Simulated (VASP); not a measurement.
A run of VASP 6.6.1 is set up as follows.

INCAR

```
ALGO = Normal ; EDIFF = 1E-7
ENCUT = 520 ; GGA = PE
ISIF = 2 ; ISMEAR = 0
LASPH = T ; LCHARG = F
LREAL = F ; LWAVE = F
NBANDS = 21 ; NELM = 100
PREC = Accurate ; SIGMA = 0.02
```

KPOINTS

```
k-points
0
Gamma
  6 6 6
```

POSCAR

```
Ge                                      
1.0
    0.0000000000      2.7918815633      2.7918815633
    2.7918815633      0.0000000000      2.7918815633
    2.7918815633      2.7918815633     -0.0000000000
  Ge            
     2
Direct
     0.0000000000000000    0.0000000000000000    0.0000000000000000
     0.2500000000000000    0.2500000000000000    0.2500000000000000
```

Potentials or basis: VASP PAW PBE potentials, release 64 (Ge_d).

Launch:

```console
$ cat potpaw_PBE.64/Ge_d/POTCAR > POTCAR
$ mpirun -np 1 vasp_std > vasp.out
```

(1) Estimate the pressure.

(2) Estimate the band gap on the k mesh.

Results:

(1) 6.7 GPa.

(2) 0.31 eV, indirect (least direct gap 0.40 eV).
